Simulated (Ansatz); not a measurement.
MoS2 under changes of volume

One of the cells (18.982 Å³/atom); the others are scaled copies at fixed shape and fractional positions:

```
Mo S
1.0
     3.22746    0.00000    0.00000
    -1.61373    2.79507    0.00000
     0.00000    0.00000    6.31247
Mo S
1 2
Direct
  0.00000 0.00000 0.50000
  0.66667 0.33333 0.74468
  0.33333 0.66667 0.25532
```

Measurements of this composition are mostly on another form, of space group No. 194.

* Program: Ansatz 0.2.0
* Functional: RPBE
* Dispersion: D3(BJ)
* Potentials or basis: Ansatz PAW
* Cutoff: 420 eV (not typed: the program's choice for these potentials)
* k mesh: 9 × 9 × 4
* Occupations: fermi-dirac, width 0.05 eV
* Spin: no spin polarisation

```tsv
volume (Å³/atom)	energy over the lowest point (meV/atom)	pressure (GPa)	largest force (eV/Å)
17.843	0.00	-6.0	0.869
18.222	17.66	-8.8	0.475
18.602	41.72	-11.4	0.108
18.982	71.48	-13.6	0.231
19.361	106.29	-15.6	0.546
19.741	?	?	?
20.120	188.83	-19.0	1.108
```

Question: What does the run at 19.741 Å³/atom give?

Answer: Energy over the lowest point 145.58 meV/atom; pressure -17.4 GPa; largest force 0.838 eV/Å.

Worked out: A Birch-Murnaghan fit of order 3 (a polynomial in V^(-2/3)) to the other rows has no minimum within the range. It gives 145.61 meV/atom at 19.741 Å³/atom, against the run's 145.58, and -dE/dV = -17.5 GPa, against -17.4.

Energies are extrapolated to zero smearing.

Caveats: the PAW data sets come from PBE, with cores solved anew for the run's functional, which leaves a small shift of forces and pressure; forces of over 1 eV/Å show positions far from the minimum, so gaps and moduli don't describe the material at rest (some runs).
